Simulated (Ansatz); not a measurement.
Input and command of a plane-wave DFT calculation in Ansatz:

```yaml
crystal:
  lattice:
    - [2.8672622327, 0.0, 0.0]
    - [-1.4336311163, 2.4831219328, 0.0]
    - [0.0, 0.0, 4.678083]
  atoms:
    - { symbol: Ti, position: [-0.0898888926, -0.0402718846, 0.0] }
    - { symbol: Al, position: [0.3333333333, 0.6666666667, 0.5] }
basis:
  ecutwfc: 500
kpoints:
  mp_grid: { grid: [18, 18, 10] }
hamiltonian:
  xc: r2scan
scf:
  occupations: { method: gaussian, width: 0.15 }
output:
  forces: true
  stress: true
  eigenvalues: true
  write_density: true
  write_potential: true
  elf: true
  volumetric_format: npy
```

```bash
ansatz run input.yaml --threads 1 --pin off --max-ram 2560MiB --backend cpu --events-out ev --progress --plain --runs-dir out
```

Processor: Intel(R) Xeon(R) 6975P-C (Granite Rapids), 1 thread, on a host shared with other jobs.

**Question.** How long does it run, and how much memory does it take?

**Answer.** About 43 s on 1 thread of Intel(R) Xeon(R) 6975P-C (Granite Rapids), on a shared host, peak memory 0.94 GiB. It solves 12 bands at 984 k points (the mesh reduced by symmetry) with about 833 plane waves, in 7 SCF iterations.
